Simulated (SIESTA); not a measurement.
Runs of SIESTA 5.4.2 on HfN. Symmetry: Fm-3m, No. 225, cubic system. The conventional cell has a = 4.512 Å, b = 4.512 Å, c = 4.512 Å, α = 90.00°, β = 90.00°, γ = 90.00°. Hf (site symmetry m-3m) has 6 N at 2.26 Å as nearest neighbours. N (site symmetry m-3m) has 6 Hf at 2.26 Å as nearest neighbours. 

```csv
potentials or basis,gap on the mesh (eV),pressure (GPa)
"PseudoDojo 0.4 standard (PBE files), DZDP (energy shift 0.003 Ry; two zetas on semicore shells)",none,9.6
"PseudoDojo 0.4 standard (PBE files), TZP (energy shift 0.003 Ry; two zetas on semicore shells)",none,(b)
"PseudoDojo 0.4 standard (PBE files), TZDP (energy shift 0.003 Ry; two zetas on semicore shells)",none,8.9
"PseudoDojo 0.4 standard (PBE files), DZP (energy shift 0.003 Ry; two zetas on semicore shells)",none,10.3
"PseudoDojo 0.4 standard (PBE files), DZ (energy shift 0.003 Ry; two zetas on semicore shells)",none,(a)
"PseudoDojo 0.4 standard (PBE files), SZ (energy shift 0.003 Ry)",none,5.0
"PseudoDojo 0.4 standard (PBE files), SZP (energy shift 0.003 Ry)",none,10.7
```

Alike in all rows: task single point; level PBE; no spin polarisation; cell as given; k mesh 10 × 10 × 10; smearing fermi-dirac 0.05 eV; grid cutoff 800 Ry; energy shift 0.003 Ry.

Fill in the values left out.

(a) 12.3; (b) 8.5.

Caveats: short orbitals over semicore shells can move pressures by several GPa; the basis of atomic orbitals isn't converged, which shifts pressures, moduli and gaps; the basis has no polarisation orbitals (some runs).

A k mesh can miss the band edges, and the runs leave out spin-orbit coupling on Hf.

A gap of «none» marks a metal or a gap under the smearing width.
